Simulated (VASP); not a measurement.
Energy against volume of LaAlO3 (cubic perovskite). Level of theory: LDA (Ceperley-Alder, Perdew-Zunger), VASP's LDA PAW potentials (set 64) (plane waves; VASP). Run with 520 eV cut-off, 6×6×6 Γ-centred mesh, Gaussian smearing of 0.050 eV, potentials La Al O.

| V (Å³/atom) | E (eV/atom) |
|---|---|
| 10.161 | -8.87347 |
| 10.476 | -8.88043 |
| 10.790 | -8.87419 |
| 11.104 | -8.85676 |

Question: Fit these four points and predict the energy of the run at 9.847 Å³/atom.

Answer: A cubic in V^(−2/3), the third-order Birch-Murnaghan form, passes through the four points with V0 = 10.48 Å³/atom and B0 = 223 GPa, and gives -8.8510 eV/atom there. The run gave -8.8510 eV/atom, +0.0 meV/atom from the fit; all five points give B0 = 224 GPa.

The compound is LaAlO3 in the cubic perovskite structure, the ideal cubic form; the compound distorts at low or room temperature. It was relaxed first, which changed the volume by -5 %.
